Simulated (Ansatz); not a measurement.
# As (Pm-3m) in Ansatz: further runs

The runs below take As through single point, with PBEsol.

Everything below comes from runs of Ansatz 0.2.0. Logs are shortened: lines on timing, memory, paths and dates and some standing lists are left out, and cuts for length are marked.

### Step 1. The crystal as given

The structure is cubic, space group Pm-3m (No. 221). The conventional cell has a = 2.704 Å, b = 2.704 Å, c = 2.704 Å, α = 90.00°, β = 90.00°, γ = 90.00°. As (site symmetry m-3m) has 6 As at 2.70 Å as nearest neighbours.

This isn't the form of As at room conditions, which is rhombohedral.

### Step 2. Single point, PBEsol, 18.21 Å³/atom

input.yaml reads:

```yaml
crystal:
  lattice:
    - [2.5955344746, 0.0, 0.0]
    - [0.0, 2.5955344746, 0.0]
    - [0.0, 0.0, 2.7036817444]
  atoms:
    - { symbol: As, position: [0.5, 0.5, 0.5] }
hamiltonian:
  xc: pbesol
  pseudopotentials: { kind: paw }
kpoints:
  mp_grid: { grid: [9, 9, 8] }
scf:
  occupations: { method: fermi_dirac, width: 0.05 }
output:
  forces: true
  stress: true
  eigenvalues: true
  write_density: true
  write_potential: true
  elf: true
  volumetric_format: npy
```

Potentials or basis: Ansatz PAW.

Run with:

```console
ansatz run input.yaml --threads 2 --pin off --max-ram 5632MiB --backend cpu --events-out ev --progress --plain --runs-dir out
```

Output:

```text
Warning: RAYON_NUM_THREADS=2 ignored (pool sized by the plan → 2); use --threads N
Engine: ansatz 0.2.0, x86_64-unknown-linux-gnu
Pseudopotentials: kind: paw
Pseudopotential: As, paw, valence charge 15, recommended cutoff 420 eV (normal), As.paw.azcp
Functional definition: PBEsol
  exchange = pbesol_x
  correlation = pbesol_c
Crystal: 1 atoms, lattice volume = 18.214 Å³
Basis set: ecut = 420 eV, 365 PW (Γ), exchange–correlation on 36×36×40 points (8 copies of the dense FFT grid, shifted against one another)
Bands: 12, of which v1, the nominal top of the filled ones, is band 8 counted from 1 (7 counted from 0)
Symmetry: 16 space group operations
Space group: P4/mmm (ITA 123), of the structure as read, at distance tolerance 2.6e-5 Å
k-points: 75 of 648
Non-local potential: As, projectors of the file, l = 0: 2, l = 1: 2, l = 2: 3, l = 3: 1
PAW form: soft (Blöchl's): semilocal exchange-correlation on the pseudo side does not see the compensation charge
PAW frozen core: As, regenerated for the run's functional, and the local potential with it (the file was generated under x = pbe(κ = 0.804, μ = 0.2195149727645171), c = pbe(β = 0.06672455060314922))
PAW one-centre angular grid: As, 590 points (default); XC on 64 Gauss nodes
Initial density: superposition of atomic densities (neutral atoms: chi_scale 0, normalization atom), corrected by the library's trained network
Initial wavefunctions: pseudopotential atomic-orbital guess
Functional: x = pbesol(κ = 0.804, μ = 0.12345679012345678), c = pbesol(β = 0.046)
SCF iter   1: F=—  HF=-4812.906918 eV  |F-HF|=—  |Δ(HF+E_count)|=         —  Δρ=1.12e-3  dr2=1.79e-4  ethr=1.77e-3  ⟨swp⟩=5.4  Hψ=5407  notcnv=0
preconditioner: auto → none  [metal: Δε(μ)=0.123 eV  Ē_g=15.713 eV  σ=0.050 eV  W_gap=0.45  n_scr=6 (ndim 8)  ℏωp=19.5 eV  f_vac=0.000  D(μ)=0.49/eV (n_scr^D=0)  sad-step TF]
SCF iter   2: F=—  HF=-4812.906598 eV  |F-HF|=—  |Δ(HF+E_count)|=   3.20e-4  Δρ=6.98e-4  dr2=8.20e-5  ethr=1.19e-6  ⟨swp⟩=2.0  Hψ=2064  notcnv=0
SCF iter   3: F=—  HF=-4812.906628 eV  |F-HF|=—  |Δ(HF+E_count)|=   2.98e-5  Δρ=2.68e-4  dr2=9.34e-6  ethr=5.46e-7  ⟨swp⟩=2.8  Hψ=1369  notcnv=0
SCF iter   4: F=—  HF=-4812.906635 eV  |F-HF|=—  |Δ(HF+E_count)|=   7.41e-6  Δρ=4.15e-5  dr2=2.60e-7  ethr=6.23e-8  ⟨swp⟩=2.9  Hψ=1422  notcnv=0
iter 5 did not close the SCF: its close was put off for the readings that it lacked (scf_convergence_deferred on its scf_iter line)
SCF iter   5: F=-4812.906635 eV  HF=-4812.906635 eV  |F-HF|=1.62e-8  |Δ(HF+E_count)|=   5.31e-8  Δρ=5.45e-6  dr2=5.15e-9  ethr=1.73e-9  ⟨swp⟩=2.0  Hψ=1428  notcnv=0
SCF iter   6: F=-4812.906635 eV  HF=-4812.906635 eV  |F-HF|=1.16e-10  |Δ(HF+E_count)|=   7.60e-9  Δρ=1.19e-6  dr2=1.41e-10  ethr=3.43e-11  ⟨swp⟩=4.9  Hψ=4576  notcnv=0
SCF 1 converged in 6 iterations: F = -4812.906635 eV  dr2 = 1.41e-10
SCF converged after 6 iterations
Free energy (F): -4812.906635 eV
Harris-Foulkes:  -4812.906635 eV  (|F-HF|=1.16e-10)
Internal energy: -4812.902745 eV  (E = F + TS)
E sigma→0 (E₀):  -4812.904690 eV
Entropy (-TS):   -0.003890 eV (-3.890 meV/atom)
Fermi energy:    13.091118 eV
--- Per-component energies (eV) ---
  E_band       = -197.722464
  E_kinetic    = 104.199240
  E_local      = -1478.517088  (includes V_loc(G=0)·N_el)
  E_nonlocal   = -668.102952
  E_hartree    = 846.806763
  E_xc         = -79.553515
  E_vxc        = -80.357140  (∫ρ·V_xc dr)
  E_paw        = -1792.770942  (= ΣΔE_a)
  E_vpaw       = 231.442219  (= ΣTr[D̂ρ^β])
  E_aug_tail   = 0.000009  (compensation charges beyond the density's cutoff)
  E_ewald      = -1745.930688
  E_core_change = 0.966429  (= ΣΔE_core)
  E_smearing   = -0.003890  (= −TS)
  E_closure    = 0.000000  (closes the sum)
  Σ components = -4812.906635   (vs F -4812.906635, Δ=0.00e0)
--- Forces (eV/Å), atoms counted from 1 ---
  atom   1  As    -0.00000000     0.00000000     0.00000000
  max |Σ_I F_I| component: 6.90e-31 eV/Å
--- Stress (GPa, compression-positive) ---
       10.721490       0.000000       0.000000
        0.000000      10.721490       0.000000
        0.000000       0.000000      -1.599015
  P = ⅓ Tr σ = 6.6147 GPa (66.147 kbar)
--- Band table (eV; the first three rows and the last of 75) ---
  k-point 0: bands = ["-23.1386", "-23.1060", "-22.9827", "-22.9827", "-22.9821", "-2.7746", "16.4791", "17.9744", "17.9744", "21.1499", "22.0531", "24.3753"]
  k-point 1: bands = ["-23.1379", "-23.0927", "-22.9865", "-22.9865", "-22.9818", "-2.4894", "13.6584", "18.2238", "18.2238", "22.3080", "23.7141", "25.4437"]
  k-point 2: bands = ["-23.1363", "-23.0606", "-22.9957", "-22.9957", "-22.9811", "-1.6635", "9.9005", "18.9098", "18.9098", "23.0393", "25.0631", "29.9439"]
  k-point 74: bands = ["-23.0672", "-23.0520", "-23.0518", "-22.9363", "-22.9304", "7.7837", "10.9263", "11.2588", "11.5279", "18.7735", "19.0500", "19.1007"]
```

It took 0.58 s on 2 threads of Intel Xeon 6975P-C (Granite Rapids), shared host; peak memory 0.33 GiB.

Results:

```
Free energy            : -4812.9066 eV
Pressure               : 6.6 GPa
Band gap on the k mesh : none (metal or under the smearing width)
```

Caveat: the PAW data sets come from PBE, with cores solved anew for the run's functional, which leaves a small shift of forces and pressure.

### Step 3. Single point, PBEsol, 18.98 Å³/atom

input.yaml reads:

```yaml
crystal:
  lattice:
    - [2.6496081095, 0.0, 0.0]
    - [0.0, 2.6496081095, 0.0]
    - [0.0, 0.0, 2.7036817444]
  atoms:
    - { symbol: As, position: [0.5, 0.5, 0.5] }
hamiltonian:
  xc: pbesol
  pseudopotentials: { kind: paw }
kpoints:
  mp_grid: { grid: [8, 8, 8] }
scf:
  occupations: { method: fermi_dirac, width: 0.05 }
output:
  forces: true
  stress: true
  eigenvalues: true
```

Potentials or basis: Ansatz PAW.

Run with:

```console
ansatz run input.yaml --threads 2 --pin off --max-ram 5632MiB --backend cpu --events-out ev --progress --plain --runs-dir out
```

Run time: 0.47 s. Hardware: 2 threads of Intel Xeon 6975P-C (Granite Rapids), shared host; peak memory 0.34 GiB.

The run converged. Its results:

```
Free energy            : -4812.9181 eV
Pressure               : 3.4 GPa
Band gap on the k mesh : none (metal or under the smearing width)
```

Caveat: the PAW data sets come from PBE, with cores solved anew for the run's functional, which leaves a small shift of forces and pressure.
